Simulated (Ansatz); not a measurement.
A run of Ansatz 0.2.0 is set up as follows.

input.yaml

```yaml
crystal:
  lattice:
    - [0.0, 2.47502, 2.47502]
    - [2.47502, 0.0, 2.47502]
    - [2.47502, 2.47502, 0.0]
  atoms:
    - { symbol: Pb, position: [0.0, 0.0, 0.0] }
hamiltonian:
  xc: pbe
  pseudopotentials: { kind: paw }
kpoints:
  mp_grid: { grid: [9, 9, 9] }
scf:
  occupations: { method: gaussian, width: 0.022 }
output:
  forces: true
  stress: true
  eigenvalues: true
```

Potentials or basis: Ansatz PAW.

Run with:

```bash
$ ansatz run input.yaml --threads 2 --pin off --max-ram 5632MiB --backend cpu --events-out ev --progress --plain --runs-dir out
```

Question: Predict the pressure.

Answer: 2.2 GPa.

Question: Predict the band gap on the k mesh.

Answer: None (metal or under the smearing width).

The run has no spin-orbit coupling, so splittings on Pb are missing.
